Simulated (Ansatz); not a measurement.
Write the native input for Ansatz 0.2.0 that does the following.

* Task: relaxation of cell and atoms
* Functional: PBEsol
* Dispersion: D3(BJ)
* Potentials or basis: Ansatz PAW
* Cutoff: 420 eV (not typed: the program's choice for these potentials)
* k mesh: 10 × 10 × 5
* Occupations: fermi-dirac, width 0.05 eV
* Spin: no spin polarisation

CuO (Tenorite):

```xyz
4
Lattice="2.3418 -1.7113 0.0000 2.3418 1.7113 0.0000 -0.8500 0.0000 5.0579" Properties=species:S:1:pos:R:3 pbc="T T T"
Cu    0.7459   -0.8557    2.5289
Cu    1.1709    0.8557    0.0000
O     1.7043    0.2793    3.7934
O     2.1293   -0.2793    1.2645
```

These files were run (other wordings do the same):

input.yaml

```yaml
crystal:
  lattice:
    - [2.34185, -1.7113, 0.0]
    - [2.34185, 1.7113, 0.0]
    - [-0.8500274268, 0.0, 5.0578693947]
  atoms:
    - { symbol: Cu, position: [0.5, 0.0, 0.5] }
    - { symbol: Cu, position: [0.0, 0.5, 0.0] }
    - { symbol: O, position: [0.4184, 0.5816, 0.75] }
    - { symbol: O, position: [0.5816, 0.4184, 0.25] }
hamiltonian:
  xc: pbesol
  pseudopotentials: { kind: paw }
  dispersion: d3bj
kpoints:
  mp_grid: { grid: [10, 10, 5] }
scf:
  occupations: { method: fermi_dirac, width: 0.05 }
output:
  forces: true
  stress: true
relax:
  f_tol: 0.01
  max_steps: 40
  cell: { stress_tol: 0.05 }
```

Potentials or basis: Ansatz PAW.

Launch:

```console
$ ansatz run input.yaml --threads 2 --pin off --max-ram 5120MiB --backend cpu --events-out ev --progress --plain --runs-dir out
```

Results of the run:

```yaml
Relaxed_volume: 10.43 Å³/atom
Relaxed_cell: a = 2.864 Å, b = 2.864 Å, c = 5.085 Å, α = 90.00°, β = 90.00°, γ = 89.62°
Space_group_after_relaxing_to_0.05_Å: P4_2/mmc (No. 131)
Energy_gained_by_relaxing: 27.7 meV/atom
Ionic_steps: 23
Pressure_after_relaxing: 0.0 GPa
```

Caveat: the plane-wave basis is chosen anew once the cell has moved, so the energies of steps on either side of that aren't comparable; the pressure holds a Pulay correction of +0.7 GPa for the finite cutoff; the run has no spin polarisation, though such a crystal can be magnetic; the PAW data sets come from PBE, with cores solved anew for the run's functional, which leaves a small shift of forces and pressure.

Wall time 90 s on 2 threads of Arm Neoverse V1, on a shared host, peak memory 0.42 GiB.
